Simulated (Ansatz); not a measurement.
This Ansatz 0.2.0 run on Pb needs a look.

File input.yaml:

```yaml
crystal:
  lattice:
    - [0.0, 2.47502, 2.47502]
    - [2.47502, 0.0, 2.47502]
    - [2.47502, 2.47502, 0.0]
  atoms:
    - { symbol: Pb, position: [0.0, 0.0, 0.0], spin: -0.37 }
hamiltonian:
  xc: { exchange: slater, correlation: vwn5 }
  pseudopotentials: { kind: paw, xc_functional: lda, accuracy: standard }
  hubbard: { sites: [{ species: Pb, l: p, u_eff: -5.0 }] }
magnetization:
  spin_polarized: true
kpoints:
  mp_grid: { grid: [9, 9, 9] }
scf:
  occupations: { method: fermi_dirac, width: 0.05 }
  n_extra_bands: 6
  max_iter: 80
output:
  forces: true
  stress: true
  eigenvalues: true
  dos: { projected: false, de: 0.05, nscf_kmesh: { grid: [14, 14, 14] } }
```

Potentials or basis: JTH PAW LDA.

Command:

```bash
$ ansatz run input.yaml --threads 1 --pin off --max-ram 2560MiB --backend cpu --events-out ev --progress --plain --runs-dir out
```

Output:

```text
Warning: the checks of this Pb dataset prove no rule for summing its radial tables, as where they were carried onto another mesh than they were made on, and Gregory's rule is taken, under which a leading mesh point left out moves its sums only by what lay on the interval it spanned. That does not make them correct, and they differ from Quantum ESPRESSO's on this file; a re-export a fraction of a mesh step off can move them. hamiltonian.pseudopotentials.radial_quadrature: simpson_from_first_knot sums it by `pw.x`'s rule; on a PAW file no value gives `pw.x`'s numbers. What more to know: hamiltonian.pseudopotentials.radial_quadrature, in the input reference
Warning: RAYON_NUM_THREADS=1 ignored (pool sized by the plan → 1); use --threads N
Pb: projections on atomic orbitals take those of the free atom [Xe 4f14] 5d10 6s2 6p2, of charge +0.00 (hamiltonian.pseudopotentials.projection_atoms); the dataset's partial waves leave at most 1.2e-5 of an orbital's norm unspanned inside its sphere
[... 1 line left out ...]
Engine: ansatz 0.2.0, aarch64-unknown-linux-gnu
Pseudopotentials: kind: paw
Pseudopotential: Pb, paw, valence charge 14, recommended cutoff 1800 eV (normal), Pb.paw.azcp
Functional definition: unnamed
  exchange = slater_x
  correlation = vwn5_c
Crystal: 1 atoms, lattice volume = 30.323 Å³
Basis set: ecut = 1800 eV, 5209 PW (Γ)
Bands: 13, of which v1, the nominal top of the filled ones, is band 7 counted from 1 (6 counted from 0)
Symmetry: 48 space group operations
Space group: Fm-3m (ITA 225), of the structure as read, at distance tolerance 3.1e-5 Å
Magnetic group: BNS 225.116 (UNI 1618), of the structure as read, at distance tolerance 3.1e-5 Å
k-points: 35 of 729
Non-local potential: Pb, projectors of the file, l = 0: 2, l = 1: 2, l = 2: 2
[... 46 lines left out ...]
  E_vxc        = -286.051650  (∫ρ·V_xc dr)
  E_hubbard    = -3.475638  (on-site DFT+U / exact-exchange correction)
  E_vhub       = -1.479923  (the Hubbard potential's part of the band-sum identity)
  E_paw        = -10102.477259  (= ΣΔE_a)
  E_vpaw       = -340.798268  (= ΣTr[D̂ρ^β])
  E_aug_tail   = -0.000001  (compensation charges beyond the density's cutoff)
  E_ewald      = -1307.059754
  E_smearing   = -0.004047  (= −TS)
  E_closure    = 0.000000  (closes the sum)
  Σ components = -11545.318798   (vs F -11545.318798, Δ=0.00e0)
--- Forces (eV/Å), atoms counted from 1 ---
  atom   1  Pb    -0.00000000    -0.00000000    -0.00000000
  max |Σ_I F_I| component: 2.16e-32 eV/Å
--- Stress (GPa, compression-positive) ---
       -3.240321       0.000000       0.000000
        0.000000      -3.240321      -0.000000
       -0.000000      -0.000000      -3.240321
  P = ⅓ Tr σ = -3.2403 GPa (-32.403 kbar)
[... 5 lines left out ...]
Occupation matrices written to <dir>
```

Question: What happened, and what is wrong with the input?

Answer: The run converged. The input holds a flaw that was put in on purpose: an enormous or negative U (hamiltonian.hubbard = {"sites": [{"species": "Pb", "l": "p", "u_eff": -5.0}]}). The program doesn't stop on it, so the numbers can't be trusted though the run ends normally.
